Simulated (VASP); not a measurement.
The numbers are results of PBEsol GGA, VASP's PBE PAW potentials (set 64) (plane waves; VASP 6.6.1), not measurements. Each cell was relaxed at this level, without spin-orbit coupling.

Which of these comes out without a gap?
(A) TiO2, P4_2/mnm (136)
(B) Pb, Fm-3m (225)
(C) CaO, Fm-3m (225)
(D) CsBr, Pm-3m (221)

B, Pb, Fm-3m (225). The others have gaps of 3.53 eV (CaO, Fm-3m (225)), 4.42 eV (CsBr, Pm-3m (221)), 1.83 eV (TiO2, P4_2/mnm (136)).
